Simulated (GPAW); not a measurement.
# CaO (Fm-3m) in GPAW: single point with PBE

Aim: the single point of CaO with PBE.

Program: GPAW 26.7.0. These are calculated values, not measurements. Logs are shortened: lines on timing, memory, paths and dates and some standing lists are left out, and cuts for length are marked. The log counts tension as positive stress, the text compression.

### Step 1. The crystal as given

The structure is cubic, space group Fm-3m (No. 225). Conventional cell: a = 4.807 Å, b = 4.807 Å, c = 4.807 Å, α = 90.00°, β = 90.00°, γ = 90.00°. Ca (site symmetry m-3m) has 6 O at 2.40 Å as nearest neighbours. O (site symmetry m-3m) has 6 Ca at 2.40 Å as nearest neighbours.

The cell is a database's computed one.

### Step 2. Single point, PBE

Input file POSCAR:

```
CaO
1.0
    0.0000000000      2.4035556960      2.4035556960
    2.4035556960      0.0000000000      2.4035556960
    2.4035556960      2.4035556960      0.0000000000
Ca O
1 1
Direct
    0.0000000000      0.0000000000      0.0000000000
    0.5000000000      0.5000000000      0.5000000000
```

Potentials or basis: GPAW PAW data sets (gpaw-data 1.2.1), pw.

Launch:

```sh
$ OMP_NUM_THREADS=1 gpaw run POSCAR -p 'mode=PW(800),xc=PBE,kpts={size:(10,10,10),gamma:True},occupations={name:fermi-dirac,width:0.05},nbands=16,convergence={density:1e-05,energy:1e-05},maxiter=150,txt=gpaw.txt' --properties efs -w gs.gpw
```

Standard output:

```text
__  _  _
 | _ |_)|_||  |
 |__||  | ||/\| - 26.7.0

Input parameters:
  mode=PW(ecut=800.0),
  convergence={'density': 1e-05, 'energy': 1e-05},
  kpts=MonkhorstPack(size=[10, 10, 10], gamma=True),
  maxiter=150,
  nbands=16,
  occupations=Occupations(name='fermi-dirac', width=0.05),
  xc=XC(name='PBE')

Diagonalizing LCAO Hamiltonian
Converting LCAO to pw mode

               O

       Ca

Atoms  # Å, Bohr magnetons
|   | symbol |        x |        y |        z |    initial magnetic moments |
|---|--------|----------|----------|----------|-----------------------------|
| 0 |     Ca | 0.000000 | 0.000000 | 0.000000 | ( 0.0000,  0.0000,  0.0000) |
| 1 |      O | 2.403556 | 2.403556 | 2.403556 | ( 0.0000,  0.0000,  0.0000) |

Unit cell  # Å
| periodic |        x |        y |        z |  lengths |    angles |
|----------|----------|----------|----------|----------|-----------|
|      yes | 0.000000 | 2.403556 | 2.403556 | 3.399141 | 60.000000 |
|      yes | 2.403556 | 0.000000 | 2.403556 | 3.399141 | 60.000000 |
|      yes | 2.403556 | 2.403556 | 0.000000 | 3.399141 | 60.000000 |

Number of symmetries: 48
Symmetry operations  # r_c * U_cc + t_c -> r_c
|    | kind |            matrix            |
|----|------|------------------------------|
|  0 |  σ   |  1, 0, 0,  1, 0,-1,  1,-1, 0 |
|  1 |  C2  |  1, 0, 0,  1,-1, 0,  1, 0,-1 |
|  2 |  E   |  1, 0, 0,  0, 1, 0,  0, 0, 1 |
|  3 |  σ   |  1, 0, 0,  0, 0, 1,  0, 1, 0 |
|  4 |  C4  |  1, 0,-1,  1, 0, 0,  1,-1, 0 |
|  5 |  S6  |  1, 0,-1,  1,-1, 0,  1, 0, 0 |
|  6 |  σ   |  1, 0,-1,  0, 1,-1,  0, 0,-1 |
|  7 |  C3  |  1, 0,-1,  0, 0,-1,  0, 1,-1 |
|  8 |  S6  |  1,-1, 0,  1, 0, 0,  1, 0,-1 |
|  9 |  C4  |  1,-1, 0,  1, 0,-1,  1, 0, 0 |
| 10 |  C3  |  1,-1, 0,  0,-1, 1,  0,-1, 0 |
| 11 |  σ   |  1,-1, 0,  0,-1, 0,  0,-1, 1 |
| 12 |  σ   |  0, 1, 0,  1, 0, 0,  0, 0, 1 |
| 13 |  C4  |  0, 1, 0,  0, 1,-1, -1, 1, 0 |
| 14 |  C3  |  0, 1, 0,  0, 0, 1,  1, 0, 0 |
| 15 |  S6  |  0, 1, 0, -1, 1, 0,  0, 1,-1 |
| 16 |  C2  |  0, 1,-1,  1, 0,-1,  0, 0,-1 |
| 17 |  σ   |  0, 1,-1,  0, 1, 0, -1, 1, 0 |
| 18 |  S4  |  0, 1,-1,  0, 0,-1,  1, 0,-1 |
| 19 |  C4  |  0, 1,-1, -1, 1, 0,  0, 1, 0 |
| 20 |  C3  |  0, 0, 1,  1, 0, 0,  0, 1, 0 |
| 21 |  σ   |  0, 0, 1,  0, 1, 0,  1, 0, 0 |
| 22 |  S6  |  0, 0, 1,  0,-1, 1, -1, 0, 1 |
| 23 |  C4  |  0, 0, 1, -1, 0, 1,  0,-1, 1 |
| 24 |  S4  |  0, 0,-1,  1, 0,-1,  0, 1,-1 |
| 25 |  C3  |  0, 0,-1,  0, 1,-1,  1, 0,-1 |
| 26 |  C2  |  0, 0,-1,  0,-1, 0, -1, 0, 0 |
| 27 |  S6  |  0, 0,-1, -1, 0, 0,  0,-1, 0 |
| 28 |  S4  |  0,-1, 1,  1,-1, 0,  0,-1, 0 |
| 29 |  C4  |  0,-1, 1,  0, 0, 1, -1, 0, 1 |
| 30 |  C2  |  0,-1, 1,  0,-1, 0,  1,-1, 0 |
| 31 |  σ   |  0,-1, 1, -1, 0, 1,  0, 0, 1 |
| 32 |  C3  |  0,-1, 0,  1,-1, 0,  0,-1, 1 |
| 33 |  S6  |  0,-1, 0,  0, 0,-1, -1, 0, 0 |
| 34 |  S4  |  0,-1, 0,  0,-1, 1,  1,-1, 0 |
| 35 |  C2  |  0,-1, 0, -1, 0, 0,  0, 0,-1 |
| 36 |  C2  | -1, 1, 0,  0, 1, 0,  0, 1,-1 |
| 37 |  S6  | -1, 1, 0,  0, 1,-1,  0, 1, 0 |
| 38 |  S4  | -1, 1, 0, -1, 0, 1, -1, 0, 0 |
| 39 |  C3  | -1, 1, 0, -1, 0, 0, -1, 0, 1 |
| 40 |  S6  | -1, 0, 1,  0, 0, 1,  0,-1, 1 |
| 41 |  C2  | -1, 0, 1,  0,-1, 1,  0, 0, 1 |
| 42 |  C3  | -1, 0, 1, -1, 1, 0, -1, 0, 0 |
| 43 |  S4  | -1, 0, 1, -1, 0, 0, -1, 1, 0 |
| 44 |  C2  | -1, 0, 0,  0, 0,-1,  0,-1, 0 |
| 45 |  i   | -1, 0, 0,  0,-1, 0,  0, 0,-1 |
| 46 |  σ   | -1, 0, 0, -1, 1, 0, -1, 0, 1 |
| 47 |  C2  | -1, 0, 0, -1, 0, 1, -1, 1, 0 |

BZ-sampling:
  Number of BZ points: 1000
  Number of IBZ points: 47

  Monkhorst-Pack size: [10, 10, 10]
  Monkhorst-Pack shift: [0.05, 0.05, 0.05]

K-points  # in reciprocal-cell coordinates
|     |                                coordinates |     weight |
|-----|--------------------------------------------|------------|
|   0 | (  0.00000000,   0.00000000,   0.00000000) | 0.00100000 |
|   1 | (  0.10000000,   0.10000000,   0.00000000) | 0.00600000 |
|   2 | (  0.10000000,   0.10000000,   0.10000000) | 0.00800000 |
|   3 | (  0.20000000,   0.10000000,   0.10000000) | 0.01200000 |
|   4 | (  0.20000000,   0.20000000,   0.00000000) | 0.00600000 |
|   5 | (  0.20000000,   0.20000000,   0.10000000) | 0.02400000 |
|   6 | (  0.20000000,   0.20000000,   0.20000000) | 0.00800000 |
|   7 | (  0.30000000,   0.20000000,   0.10000000) | 0.02400000 |
|   8 | (  0.30000000,   0.20000000,   0.20000000) | 0.02400000 |
|   9 | (  0.30000000,   0.30000000,   0.00000000) | 0.00600000 |
| ... |                                            |            |
|  46 | (  0.50000000,   0.50000000,   0.50000000) | 0.00400000 |

Plane wave coefficients: 1458
Cutoff: 800.0 eV

Spin-components: 1 (collinear spins)
Bands:           16
Projectors:      10
Spin-degeneracy: 2
Datatype:        complex128

Density:
  Valence electrons: 16.0
  Components: 1
  Grid points: [24 24 24]
  Charge: 0.0  # |e|

Potential:
  Grid points: [24 24 24]

species:
  Ca:
    name:    Calcium
    Z:       20.0
    valence: 10
    core:    10
    charge:  0.0  # [|e|]
    compensation charges:
      type: gauss
      rc: 0.37  # [Å]
      lmax: 2
    cutoffs:
      filter: 2.10  # [Å]
      core: 1.17  # [Å]
    projectors
    | kind |    occ | energy [eV] | rcut [Å] |
    |------|--------|-------------|----------|
    |   3s |  2.000 |     -47.086 |    1.175 |
    |   4s |  2.000 |      -3.766 |    1.175 |
    |   3p |  6.000 |     -28.008 |    1.154 |
    |    p |        |      -0.797 |    1.154 |
    |    d |        |       0.000 |    0.937 |

    Using partial waves for Ca as LCAO basis

  O:
    name:    Oxygen
    Z:       8.0
    valence: 6
    core:    2
    charge:  0.0  # [|e|]
    compensation charges:
      type: gauss
      rc: 0.21  # [Å]
      lmax: 2
    cutoffs:
      filter: 1.17  # [Å]
      core: 0.83  # [Å]
    projectors
    | kind |    occ | energy [eV] | rcut [Å] |
    |------|--------|-------------|----------|
    |   2s |  2.000 |     -23.961 |    0.688 |
    |   2p |  4.000 |      -9.029 |    0.598 |
    |    s |        |       3.251 |    0.688 |
    |    p |        |      18.182 |    0.598 |
    |    d |        |       0.000 |    0.619 |

    Using partial waves for O as LCAO basis

Reference energy: -20551.721533  # eV

eigensolver:
  PPCG
  Converge bands: occupied
  niter=2

density mixing:
  MSR1-Mixer
  Pratt-step length: 0.05
  Maximum mixing coefficient: 0.75
  Old densities: 10
  SVD Regularization: 0.005
  Good broyden scale: 1.0
  Trust region scale: 1.0
  Backstep threshold: 4.0
  History deletion threshold: 6.0
  Fourier metric: weight=20.0, sigma=0.015

occupation numbers:
  Fermi-Dirac:
    width: 0.0500  # eV

poisson solver:
  ecut: 6400.0  # eV

xc functional:
  name: PBE with 2 nearest neighbor stencil

convergence criteria:
- Maximum integral of absolute [dens]ity change: 1e-05 electrons / valence electron
- Maximum [total energy] change in last 3 cyles: 1e-05 eV / valence electron
- Maximum integral of absolute [eigenst]ate change: 4e-08 eV^2 / valence electron
maximum number of iterations: 150

SCF iterations
|iter     | |      energy | eigst |  dens |
|---------|-|-------------|-------|-------|
|iter:   1| |  -14.281803 | +0.56 |       |
|iter:   2| |  -13.913768 | -1.76 | -0.96 |
|iter:   3| |  -13.099435 | -1.20 | -1.02 |
|iter:   4| |  -13.101929 | -2.86 | -1.48 |
|iter:   5| |  -13.112816 | -3.40 | -1.70 |
|iter:   6| |  -13.112837 | -5.36 | -2.85 |
|iter:   7| |  -13.112875c| -5.74 | -3.18 |
|iter:   8| |  -13.112877c| -7.27 | -3.87 |
|iter:   9| |  -13.112877c| -7.77c| -4.74 |
|iter:  10| |  -13.112877c| -8.06c| -5.15c|

Converged in 10 steps
Energy contributions relative to reference atoms: (reference = -20551.721533)

Energy contributions:
  Kinetic:          14.649779
  Coulomb:         -11.954352
  Zero:             -0.409604
  External:          0.000000
  Xc:              -15.398701
  Entropy:          -0.000000
  Spinorbit:         0.000000
  ----------------------------
  Free energy:     -13.112877
  Extrapolated:    -13.112877

dipole moment: (-15.838517, -15.838517, -15.838517)  # |e|*Ang

Fermi level: 5.813
Eigenvalues  # (at kpt = [0.000, 0.000, 0.000])
| band index |      eig [eV] | occ [0-2] |
|------------|---------------|-----------|
|          0 |       -32.851 |     2.000 |
|          1 |       -13.645 |     2.000 |
|          2 |       -13.645 |     2.000 |
|          3 |       -13.645 |     2.000 |
|          4 |       -10.711 |     2.000 |
|          5 |         4.775 |     2.000 |
[... 8 lines left out ...]
|         14 |        19.773 |     0.000 |
|         15 |        27.391 |     0.000 |

Gap: 3.691 eV
Transition (v -> c):
  (s=0, k=0, n=7, [0.00, 0.00, 0.00]) -> (s=0, k=41, n=8, [0.50, 0.50, 0.00])
Direct/indirect transitions are different
Direct gap: 4.067 eV
Transition at: (s=0, k=41, n=7, [0.50, 0.50, 0.00])

Forces  # eV/Ang
|        x |        y |       z |
|----------|----------|---------|
| -0.00000 | -0.00000 | 0.00000 |  # Ca   0
|  0.00000 |  0.00000 | 0.00000 |  # O    1

Stress tensor  # eV/Ang^3
|         x |         y |         z |
|-----------|-----------|-----------|
| -0.013465 |  0.000000 |  0.000000 |
|  0.000000 | -0.013465 | -0.000000 |
|  0.000000 | -0.000000 | -0.013465 |

# Writing to gs.gpw (mode='')
```

Run time: 25 s. Hardware: 1 thread of AMD EPYC 7R43 (Zen 3), shared host; peak memory 0.17 GiB.

Results:

* Free energy: -13.1129 eV
* Pressure: 2.2 GPa
* Band gap on the k mesh: 3.69 eV, indirect (least direct gap 4.07 eV)

### Step 3. The reference run

An earlier run on the cell as given: functional PBE; potentials or basis GPAW PAW data sets (gpaw-data 1.2.1); cutoff 800 eV; basis pw; k mesh 10 × 10 × 10; occupations fermi-dirac, width 0.05 eV; no spin polarisation.

- Pressure: 2.2 GPa
- Band gap on the k mesh: 3.69 eV, indirect (least direct gap 4.07 eV)
